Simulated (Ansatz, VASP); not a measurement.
# One calculation of ZnCu, two programs

INCAR

```
  PREC = Accurate
  ENCUT = 520
  EDIFF = 1E-6
  ISMEAR = 0
  SIGMA = 0.15
  LREAL = False
  LASPH = True
  NELM = 80
  ALGO = Fast
  ISIF = 2
  LWAVE = False
  LCHARG = False
  NBANDS = 18
```

The input KPOINTS:

```
regular mesh
0
Gamma
  16 16 16
```

POSCAR

```
ZnCu
1.0
    2.9450000000      0.0000000000      0.0000000000
    0.0000000000      2.9450000000      0.0000000000
    0.0000000000      0.0000000000      2.9450000000
Zn Cu
1 1
Direct
    0.5000000000      0.5000000000      0.5000000000
    0.0000000000      0.0000000000      0.0000000000
```

Input for Ansatz:

```yaml
crystal:
  lattice:
    - [2.945, 0.0, 0.0]
    - [0.0, 2.945, 0.0]
    - [0.0, 0.0, 2.945]
  atoms:
    - { symbol: Zn, position: [0.5, 0.5, 0.5] }
    - { symbol: Cu, position: [0.0, 0.0, 0.0] }
basis:
  ecutwfc: 420
kpoints:
  mp_grid: { grid: [16, 16, 16] }
hamiltonian:
  xc: lda
scf:
  occupations: { method: gaussian, width: 0.15 }
output:
  forces: true
  stress: true
  eigenvalues: true
```

Alike in both runs: task single point; functional LDA; k mesh 16 × 16 × 16; occupations gaussian, width 0.15 eV; no spin polarisation.

```csv
,VASP,Ansatz
version,VASP 6.6.1,Ansatz 0.2.0
potentials or method,"VASP PAW LDA potentials, release 64 (Zn, Cu)","scalar-relativistic, plane waves, PAW"
plane-wave cutoff (eV),520,420
valence electrons in the cell,23,31
```

|  | VASP | Ansatz | Ansatz less VASP |
| --- | --- | --- | --- |
| gap on the k mesh at the Fermi level (eV) | none | none | - |
| pressure (GPa) | -8.9 | -9.9 | -0.96 |

A gap of «none» marks a metal or a gap that the smearing closes. The two sets of potentials don't hold the same shells in valence.
